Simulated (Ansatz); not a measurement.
**ZnS: a sublattice displacement scan**

The task, for ZnS: map the energy as every Zn atom is pushed off its site.

Computed with Ansatz 0.2.0 (DFT r2SCAN, scalar-relativistic, plane waves, PAW, unless a step's input says otherwise).

## Step 1: The system as given

Symmetry: P6_3mc, No. 186, hexagonal system. The conventional cell has a = 3.811 Å, b = 3.811 Å, c = 6.234 Å, α = 90.00°, β = 90.00°, γ = 120.00°. Around Zn (site symmetry 3m) lie 4 S at 2.31 to 2.40 Å. S (site symmetry 3m) is surrounded by 4 Zn at 2.31 to 2.40 Å.

As a file:

```xyz
4
Lattice="3.8110 0.0000 0.0000 -1.9055 3.3004 0.0000 0.0000 0.0000 6.2340" Properties=species:S:1:pos:R:3 pbc="T T T"
Zn    0.0000    2.2003    0.0000
Zn    1.9055    1.1001    3.1170
S     0.0000    2.2003    2.4001
S     1.9055    1.1001    5.5171
```

The cell is taken as given, not relaxed at this level.

## Step 2: Zero of energy

Reference values: F = -8466.8668 eV; pressure 0.13 GPa; largest force 0.318 eV/Å; gap on the mesh 2.82 eV. It was computed beforehand with the settings of the runs below.

## Step 3: Next: a sublattice displacement scan

Every Zn atom is moved by x along the Cartesian unit vector (1.000, 0.000, 0.000); the cell and all other atoms stay fixed. Forces below are components along that vector, summed over the moved atoms.

## Step 4: At x = -0.500 Å

File input.yaml:

```yaml
crystal:
  lattice:
    - [3.8109987816, 0.0, 0.0]
    - [-1.9054993908, 3.3004217586, 0.0]
    - [0.0, 0.0, 6.234]
  atoms:
    - { symbol: Zn, position: [0.2021341311, 0.6666666667, 0.0] }
    - { symbol: Zn, position: [0.5354674644, 0.3333333333, 0.5] }
    - { symbol: S, position: [0.3333333333, 0.6666666667, 0.385] }
    - { symbol: S, position: [0.6666666667, 0.3333333333, 0.885] }
basis:
  ecutwfc: 500
kpoints:
  mp_grid: { grid: [6, 6, 4] }
hamiltonian:
  xc: r2scan
scf:
  occupations: { method: gaussian, width: 0.05 }
output:
  forces: true
  stress: true
  eigenvalues: true
```

The run is started by

```bash
$ ansatz run input.yaml --threads 1 --pin off --max-ram 2560MiB --backend cpu --events-out ev --progress --plain --runs-dir out
```

What it wrote (excerpt; [...] marks lines left out):

```text
Warning: RAYON_NUM_THREADS=1 ignored (pool sized by the plan → 1); use --threads N
[...]
Pseudopotentials: kind: paw
Pseudopotential: Zn, paw, valence charge 12, recommended cutoff 500 eV (meta_gga), Zn.paw.azcp
Pseudopotential: S, paw, valence charge 6, recommended cutoff 500 eV (meta_gga), S.paw.azcp
Functional definition: r2SCAN
[...]
Crystal: 4 atoms, lattice volume = 78.411 Å³
Basis set: ecut = 500 eV, 1973 PW (Γ), exchange–correlation on 120×120×192 points (64 copies of the dense FFT grid, shifted against one another)
Bands: 22, of which v1, the nominal top of the filled ones, is band 18 counted from 1 (17 counted from 0)
Symmetry: 2 space group operations
Space group: Cc (ITA 9), of the structure as read, at distance tolerance 4.3e-5 Å
k-points: 47 of 144 (time reversal used)
[...]
SCF iter   1: F=—  HF=-8464.826341 eV  |F-HF|=—  |Δ(HF+E_count)|=         —  Δρ=1.52e-2  dr2=8.83e-2  dr2_τ=2.84e-2  ethr=1.77e-3  ⟨swp⟩=6.1  Hψ=5527  notcnv=0
[...]
SCF iter   7: F=-8464.827336 eV  HF=-8464.827336 eV  |F-HF|=1.77e-8  |Δ(HF+E_count)|=   4.79e-7  Δρ=5.95e-6  dr2=3.54e-8  dr2_τ=5.54e-10  ethr=2.78e-10  ⟨swp⟩=3.1  Hψ=4700  notcnv=0
[...]
SCF converged after 7 iterations
Free energy (F): -8464.827336 eV
[...]
E sigma→0 (E₀):  -8464.827336 eV
Fermi energy:    7.077673 eV
[...]
--- Forces (eV/Å), atoms counted from 1 ---
  atom   1  Zn     4.73288220     3.11487253     2.27647051
  atom   2  Zn     4.73288220    -3.11487253     2.27647051
  atom   3  S     -4.73287681     3.25781122    -2.27648506
  atom   4  S     -4.73287681    -3.25781122    -2.27648506
[...]
--- Stress (GPa, compression-positive) ---
       19.675381      -0.000000      11.353765
       -0.000000      10.874607      -0.000000
       11.353765      -0.000000       2.525829
  P = ⅓ Tr σ = 11.0253 GPa (110.253 kbar)
--- Band table (eV; the first three rows and the last of 47) ---
  k-point 0: bands = ["-8.4315", "-7.5502", "-1.6795", "-1.6677", "-1.4455", "-1.2676", "-1.1672", "-0.9991", "-0.8373", "-0.8033", "-0.7834", "-0.6962", "0.5646", "4.2581", "4.4807", "5.6463", "5.6607", "5.7021", "8.4533", "9.1090", "12.1035", "12.2156"]
[...]
```

It took 17 s on 1 thread of Arm Neoverse V2, shared host; peak memory 0.51 GiB.

## Step 5: x = 0.375 Å

input.yaml: that of step 4 with these lines changed.

```diff
@@ -6,4 +6,4 @@
   atoms:
-    - { symbol: Zn, position: [0.2021341311, 0.6666666667, 0.0] }
-    - { symbol: Zn, position: [0.5354674644, 0.3333333333, 0.5] }
+    - { symbol: Zn, position: [0.431732735, 0.6666666667, 0.0] }
+    - { symbol: Zn, position: [0.7650660684, 0.3333333333, 0.5] }
     - { symbol: S, position: [0.3333333333, 0.6666666667, 0.385] }
```

The run is started by

```bash
$ ansatz run input.yaml --threads 1 --pin off --max-ram 2560MiB --backend cpu --events-out ev --progress --plain --runs-dir out
```

What it wrote (excerpt; [...] marks lines left out):

```text
Warning: RAYON_NUM_THREADS=1 ignored (pool sized by the plan → 1); use --threads N
[...]
[... 4 set-up lines as earlier in the session ...]
[...]
Crystal: 4 atoms, lattice volume = 78.411 Å³
Basis set: ecut = 500 eV, 1973 PW (Γ), exchange–correlation on 120×120×192 points (64 copies of the dense FFT grid, shifted against one another)
Bands: 22, of which v1, the nominal top of the filled ones, is band 18 counted from 1 (17 counted from 0)
[... 2 set-up lines as earlier in the session ...]
k-points: 47 of 144 (time reversal used)
[...]
SCF iter   1: F=—  HF=-8465.800808 eV  |F-HF|=—  |Δ(HF+E_count)|=         —  Δρ=1.53e-2  dr2=8.93e-2  dr2_τ=2.06e-2  ethr=1.77e-3  ⟨swp⟩=6.1  Hψ=5433  notcnv=0
[...]
SCF iter   7: F=-8465.800910 eV  HF=-8465.800910 eV  |F-HF|=1.48e-8  |Δ(HF+E_count)|=   4.61e-7  Δρ=5.93e-6  dr2=3.37e-8  dr2_τ=5.35e-10  ethr=2.78e-10  ⟨swp⟩=3.1  Hψ=4738  notcnv=0
[...]
SCF converged after 7 iterations
Free energy (F): -8465.800910 eV
[...]
E sigma→0 (E₀):  -8465.800910 eV
Fermi energy:    7.068412 eV
[...]
--- Forces (eV/Å), atoms counted from 1 ---
  atom   1  Zn    -3.12382814     1.63595588     1.33952695
  atom   2  Zn    -3.12382814    -1.63595588     1.33952695
  atom   3  S      3.12381810     1.72238214    -1.33954497
  atom   4  S      3.12381810    -1.72238214    -1.33954497
[...]
--- Stress (GPa, compression-positive) ---
       11.793400       0.000000      -7.262167
        0.000000       5.717631       0.000000
       -7.262168       0.000000       0.576223
  P = ⅓ Tr σ = 6.0291 GPa (60.291 kbar)
--- Band table (eV; the first three rows and the last of 47) ---
[... band rows left out ...]
[...]
```

It took 17 s on 1 thread of Arm Neoverse V2, shared host; peak memory 0.51 GiB.

## Step 6: Point x = -0.250 Å

input.yaml: that of step 5 with these lines changed.

```diff
@@ -6,4 +6,4 @@
   atoms:
-    - { symbol: Zn, position: [0.431732735, 0.6666666667, 0.0] }
-    - { symbol: Zn, position: [0.7650660684, 0.3333333333, 0.5] }
+    - { symbol: Zn, position: [0.2677337322, 0.6666666667, 0.0] }
+    - { symbol: Zn, position: [0.6010670655, 0.3333333333, 0.5] }
     - { symbol: S, position: [0.3333333333, 0.6666666667, 0.385] }
```

The run is started by

```bash
$ ansatz run input.yaml --threads 1 --pin off --max-ram 2560MiB --backend cpu --events-out ev --progress --plain --runs-dir out
```

What it wrote (excerpt; [...] marks lines left out):

```text
[...]
SCF converged after 7 iterations
Free energy (F): -8466.419283 eV
[...]
E sigma→0 (E₀):  -8466.419283 eV
Fermi energy:    7.053075 eV
[...]
--- Forces (eV/Å), atoms counted from 1 ---
  atom   1  Zn     1.87443310     0.69090603     0.74654053
  atom   2  Zn     1.87443310    -0.69090603     0.74654053
  atom   3  S     -1.87442186     0.73130525    -0.74656051
  atom   4  S     -1.87442186    -0.73130525    -0.74656051
[...]
--- Stress (GPa, compression-positive) ---
        5.783251       0.000000       4.230343
        0.000000       2.733591      -0.000000
        4.230343      -0.000000      -0.496255
  P = ⅓ Tr σ = 2.6735 GPa (26.735 kbar)
--- Band table (eV; the first three rows and the last of 47) ---
  k-point 0: bands = ["-8.2114", "-7.2818", "-1.1878", "-1.1715", "-1.0078", "-0.9460", "-0.8744", "-0.5521", "-0.5313", "-0.4689", "-0.4601", "-0.3204", "0.4039", "4.5682", "4.6125", "5.5598", "5.6378", "5.6780", "8.4281", "9.0948", "12.2597", "12.3233"]
[...]
```

Wall time 17 s (1 thread of Arm Neoverse V2, shared host); peak memory 0.51 GiB.

## Step 7: Point x = 0.125 Å

input.yaml: that of step 6 with these lines changed.

```diff
@@ -6,4 +6,4 @@
   atoms:
-    - { symbol: Zn, position: [0.2677337322, 0.6666666667, 0.0] }
-    - { symbol: Zn, position: [0.6010670655, 0.3333333333, 0.5] }
+    - { symbol: Zn, position: [0.3661331339, 0.6666666667, 0.0] }
+    - { symbol: Zn, position: [0.6994664672, 0.3333333333, 0.5] }
     - { symbol: S, position: [0.3333333333, 0.6666666667, 0.385] }
```

The run is started by

```bash
$ ansatz run input.yaml --threads 1 --pin off --max-ram 2560MiB --backend cpu --events-out ev --progress --plain --runs-dir out
```

What it wrote (excerpt; [...] marks lines left out):

```text
[...]
SCF converged after 7 iterations
Free energy (F): -8466.758873 eV
[...]
E sigma→0 (E₀):  -8466.758873 eV
Fermi energy:    7.023780 eV
[...]
--- Forces (eV/Å), atoms counted from 1 ---
  atom   1  Zn    -0.87383563     0.16739779     0.42125283
  atom   2  Zn    -0.87383563    -0.16739779     0.42125283
  atom   3  S      0.87382673     0.17780111    -0.42127321
  atom   4  S      0.87382673    -0.17780111    -0.42127321
[...]
--- Stress (GPa, compression-positive) ---
        2.040171       0.000000      -1.929090
        0.000000       1.225930       0.000000
       -1.929090       0.000000      -1.010743
  P = ⅓ Tr σ = 0.7518 GPa (7.518 kbar)
--- Band table (eV; the first three rows and the last of 47) ---
  k-point 0: bands = ["-8.1589", "-7.2184", "-1.0221", "-1.0073", "-0.9015", "-0.8812", "-0.8478", "-0.4511", "-0.4476", "-0.3731", "-0.3704", "-0.2169", "0.3436", "4.6739", "4.6827", "5.5510", "5.5984", "5.6361", "8.4115", "9.0882", "12.3195", "12.3445"]
[...]
```

Run time: 17 s. Hardware: 1 thread of Arm Neoverse V2, shared host; peak memory 0.51 GiB.

## Step 8: x = 0.438 Å

input.yaml: that of step 7 with these lines changed.

```diff
@@ -6,4 +6,4 @@
   atoms:
-    - { symbol: Zn, position: [0.3661331339, 0.6666666667, 0.0] }
-    - { symbol: Zn, position: [0.6994664672, 0.3333333333, 0.5] }
+    - { symbol: Zn, position: [0.4481326353, 0.6666666667, 0.0] }
+    - { symbol: Zn, position: [0.7814659687, 0.3333333333, 0.5] }
     - { symbol: S, position: [0.3333333333, 0.6666666667, 0.385] }
```

The run is started by

```bash
$ ansatz run input.yaml --threads 1 --pin off --max-ram 2560MiB --backend cpu --events-out ev --progress --plain --runs-dir out
```

What it wrote (excerpt; [...] marks lines left out):

```text
Warning: RAYON_NUM_THREADS=1 ignored (pool sized by the plan → 1); use --threads N
[...]
[... 4 set-up lines as earlier in the session ...]
[...]
Crystal: 4 atoms, lattice volume = 78.411 Å³
Basis set: ecut = 500 eV, 1973 PW (Γ), exchange–correlation on 120×120×192 points (64 copies of the dense FFT grid, shifted against one another)
Bands: 22, of which v1, the nominal top of the filled ones, is band 18 counted from 1 (17 counted from 0)
[... 2 set-up lines as earlier in the session ...]
k-points: 47 of 144 (time reversal used)
[...]
SCF iter   1: F=—  HF=-8465.363859 eV  |F-HF|=—  |Δ(HF+E_count)|=         —  Δρ=1.53e-2  dr2=8.89e-2  dr2_τ=2.40e-2  ethr=1.77e-3  ⟨swp⟩=6.1  Hψ=5502  notcnv=0
[...]
SCF iter   7: F=-8465.364350 eV  HF=-8465.364350 eV  |F-HF|=1.62e-8  |Δ(HF+E_count)|=   4.70e-7  Δρ=5.94e-6  dr2=3.48e-8  dr2_τ=5.37e-10  ethr=2.78e-10  ⟨swp⟩=3.1  Hψ=4725  notcnv=0
[...]
SCF converged after 7 iterations
Free energy (F): -8465.364350 eV
[...]
E sigma→0 (E₀):  -8465.364350 eV
Fermi energy:    7.070012 eV
[...]
--- Forces (eV/Å), atoms counted from 1 ---
  atom   1  Zn    -3.87729440     2.29971891     1.75903951
  atom   2  Zn    -3.87729440    -2.29971891     1.75903951
  atom   3  S      3.87728706     2.41349840    -1.75905606
  atom   4  S      3.87728706    -2.41349840    -1.75905606
[...]
--- Stress (GPa, compression-positive) ---
       15.533783      -0.000000      -9.157050
       -0.000000       7.970816       0.000000
       -9.157050       0.000000       1.416709
  P = ⅓ Tr σ = 8.3071 GPa (83.071 kbar)
--- Band table (eV; the first three rows and the last of 47) ---
[... band rows left out ...]
[...]
```

Run time: 17 s. Hardware: 1 thread of Arm Neoverse V2, shared host; peak memory 0.51 GiB.

## Step 9: At x = 0.312 Å

input.yaml: that of step 8 with these lines changed.

```diff
@@ -6,4 +6,4 @@
   atoms:
-    - { symbol: Zn, position: [0.4481326353, 0.6666666667, 0.0] }
-    - { symbol: Zn, position: [0.7814659687, 0.3333333333, 0.5] }
+    - { symbol: Zn, position: [0.4153328348, 0.6666666667, 0.0] }
+    - { symbol: Zn, position: [0.7486661681, 0.3333333333, 0.5] }
     - { symbol: S, position: [0.3333333333, 0.6666666667, 0.385] }
```

The run is started by

```bash
$ ansatz run input.yaml --threads 1 --pin off --max-ram 2560MiB --backend cpu --events-out ev --progress --plain --runs-dir out
```

What it wrote (excerpt; [...] marks lines left out):

```text
[...]
SCF converged after 7 iterations
Free energy (F): -8466.149066 eV
[...]
E sigma→0 (E₀):  -8466.149066 eV
Fermi energy:    7.063065 eV
[...]
--- Forces (eV/Å), atoms counted from 1 ---
  atom   1  Zn    -2.46070524     1.10486132     1.00552060
  atom   2  Zn    -2.46070524    -1.10486132     1.00552060
  atom   3  S      2.46069470     1.16657694    -1.00553994
  atom   4  S      2.46069470    -1.16657694    -1.00553994
[...]
--- Stress (GPa, compression-positive) ---
        8.524570       0.000000      -5.633340
        0.000000       4.003730       0.000000
       -5.633341       0.000000      -0.046833
  P = ⅓ Tr σ = 4.1605 GPa (41.605 kbar)
--- Band table (eV; the first three rows and the last of 47) ---
  k-point 0: bands = ["-8.2516", "-7.3305", "-1.2911", "-1.2793", "-1.0888", "-1.0018", "-0.9149", "-0.6316", "-0.5918", "-0.5370", "-0.5250", "-0.3956", "0.4421", "4.4973", "4.5731", "5.5799", "5.6548", "5.6885", "8.4376", "9.0992", "12.2331", "12.2938"]
[...]
```

It took 16 s on 1 thread of Arm Neoverse V2, shared host; peak memory 0.51 GiB.

## Step 10: x = 0.188 Å

input.yaml: that of step 9 with these lines changed.

```diff
@@ -6,4 +6,4 @@
   atoms:
-    - { symbol: Zn, position: [0.4153328348, 0.6666666667, 0.0] }
-    - { symbol: Zn, position: [0.7486661681, 0.3333333333, 0.5] }
+    - { symbol: Zn, position: [0.3825330342, 0.6666666667, 0.0] }
+    - { symbol: Zn, position: [0.7158663675, 0.3333333333, 0.5] }
     - { symbol: S, position: [0.3333333333, 0.6666666667, 0.385] }
```

The run is started by

```bash
$ ansatz run input.yaml --threads 1 --pin off --max-ram 2560MiB --backend cpu --events-out ev --progress --plain --runs-dir out
```

What it wrote (excerpt; [...] marks lines left out):

```text
Warning: RAYON_NUM_THREADS=1 ignored (pool sized by the plan → 1); use --threads N
[...]
[... 4 set-up lines as earlier in the session ...]
[...]
Crystal: 4 atoms, lattice volume = 78.411 Å³
Basis set: ecut = 500 eV, 1973 PW (Γ), exchange–correlation on 120×120×192 points (64 copies of the dense FFT grid, shifted against one another)
Bands: 22, of which v1, the nominal top of the filled ones, is band 18 counted from 1 (17 counted from 0)
[... 2 set-up lines as earlier in the session ...]
k-points: 47 of 144 (time reversal used)
[...]
SCF iter   1: F=—  HF=-8466.622136 eV  |F-HF|=—  |Δ(HF+E_count)|=         —  Δρ=1.54e-2  dr2=9.11e-2  dr2_τ=1.50e-2  ethr=1.77e-3  ⟨swp⟩=6.5  Hψ=5252  notcnv=0
[...]
SCF iter   7: F=-8466.620266 eV  HF=-8466.620266 eV  |F-HF|=1.15e-8  |Δ(HF+E_count)|=   4.21e-7  Δρ=5.63e-6  dr2=2.72e-8  dr2_τ=5.18e-10  ethr=2.78e-10  ⟨swp⟩=6.0  Hψ=5415  notcnv=0
[...]
SCF converged after 7 iterations
Free energy (F): -8466.620266 eV
[...]
E sigma→0 (E₀):  -8466.620266 eV
Fermi energy:    7.039442 eV
[...]
--- Forces (eV/Å), atoms counted from 1 ---
  atom   1  Zn    -1.35050292     0.38160962     0.55401255
  atom   2  Zn    -1.35050292    -0.38160962     0.55401255
  atom   3  S      1.35049235     0.40473170    -0.55403253
  atom   4  S      1.35049235    -0.40473170    -0.55403253
[...]
--- Stress (GPa, compression-positive) ---
        3.611722       0.000000      -3.010354
        0.000000       1.828273       0.000000
       -3.010354       0.000000      -0.808149
  P = ⅓ Tr σ = 1.5439 GPa (15.439 kbar)
--- Band table (eV; the first three rows and the last of 47) ---
[... band rows left out ...]
[...]
```

Run time: 17 s. Hardware: 1 thread of Arm Neoverse V2, shared host; peak memory 0.51 GiB.

## Step 11: x = 0.062 Å

input.yaml: that of step 10 with these lines changed.

```diff
@@ -6,4 +6,4 @@
   atoms:
-    - { symbol: Zn, position: [0.3825330342, 0.6666666667, 0.0] }
-    - { symbol: Zn, position: [0.7158663675, 0.3333333333, 0.5] }
+    - { symbol: Zn, position: [0.3497332336, 0.6666666667, 0.0] }
+    - { symbol: Zn, position: [0.683066567, 0.3333333333, 0.5] }
     - { symbol: S, position: [0.3333333333, 0.6666666667, 0.385] }
```

The run is started by

```bash
$ ansatz run input.yaml --threads 1 --pin off --max-ram 2560MiB --backend cpu --events-out ev --progress --plain --runs-dir out
```

What it wrote (excerpt; [...] marks lines left out):

```text
Warning: RAYON_NUM_THREADS=1 ignored (pool sized by the plan → 1); use --threads N
[...]
[... 4 set-up lines as earlier in the session ...]
[...]
Crystal: 4 atoms, lattice volume = 78.411 Å³
Basis set: ecut = 500 eV, 1973 PW (Γ), exchange–correlation on 120×120×192 points (64 copies of the dense FFT grid, shifted against one another)
Bands: 22, of which v1, the nominal top of the filled ones, is band 18 counted from 1 (17 counted from 0)
[... 2 set-up lines as earlier in the session ...]
k-points: 47 of 144 (time reversal used)
[...]
SCF iter   1: F=—  HF=-8466.842763 eV  |F-HF|=—  |Δ(HF+E_count)|=         —  Δρ=1.55e-2  dr2=9.28e-2  dr2_τ=1.37e-2  ethr=1.77e-3  ⟨swp⟩=6.0  Hψ=5019  notcnv=0
[...]
SCF iter   7: F=-8466.840046 eV  HF=-8466.840046 eV  |F-HF|=1.05e-8  |Δ(HF+E_count)|=   4.01e-7  Δρ=5.41e-6  dr2=2.44e-8  dr2_τ=5.34e-10  ethr=2.78e-10  ⟨swp⟩=6.0  Hψ=5328  notcnv=0
[...]
SCF converged after 7 iterations
Free energy (F): -8466.840046 eV
[...]
E sigma→0 (E₀):  -8466.840046 eV
Fermi energy:    7.008118 eV
[...]
--- Forces (eV/Å), atoms counted from 1 ---
  atom   1  Zn    -0.42893634     0.04152186     0.34348966
  atom   2  Zn    -0.42893634    -0.04152186     0.34348966
  atom   3  S      0.42893189     0.04414199    -0.34351133
  atom   4  S      0.42893189    -0.04414199    -0.34351133
[...]
--- Stress (GPa, compression-positive) ---
        1.089011       0.000000      -0.941100
        0.000000       0.882199       0.000000
       -0.941100       0.000000      -1.124254
  P = ⅓ Tr σ = 0.2823 GPa (2.823 kbar)
--- Band table (eV; the first three rows and the last of 47) ---
[... band rows left out ...]
[...]
```

Wall time 16 s (1 thread of Arm Neoverse V2, shared host); peak memory 0.51 GiB.

## Step 12: All points together

All points in order; energies are free energies above the reference cell:

```
 x (Å)  ΔE (meV/cell)  force on the moved atoms (eV/Å)  pressure (GPa)  gap on the mesh (eV)
-0.500         2039.4                            9.466            11.0                  2.75
-0.250          447.5                            3.749             2.7                  2.75
 0.000            0.0                            0.000             0.1                  2.82
 0.062           26.7                           -0.858             0.3                  2.80
 0.125          107.9                           -1.748             0.8                  2.78
 0.188          246.5                           -2.701             1.5                  2.76
 0.312          717.7                           -4.921             4.2                  2.75
 0.375         1065.9                           -6.248             6.0                  2.76
 0.438         1502.4                           -7.755             8.3                  2.76
```

Not run, since symmetry makes them alike: 0.500 repeats -0.500, -0.375 repeats 0.375, 0.250 repeats -0.250, -0.125 repeats 0.125. Energy, pressure and gap are the same there.

## Step 13: Summary of results

```
                                                        quantity                                       value
force constant along x, from the points at -0.250, 0 and 0.062 Å  13.98 eV/Å² for the 2 moved atoms together
```

In words: The restoring force grows by 13.98 eV/Å per Å near the site for the 2 atoms together, 6.99 on average. The step of 0.25 Å is wide, so anharmonic terms mix in. No sampled point lies below the undisturbed cell. The gap on the mesh stays between 2.75 and 2.82 eV.
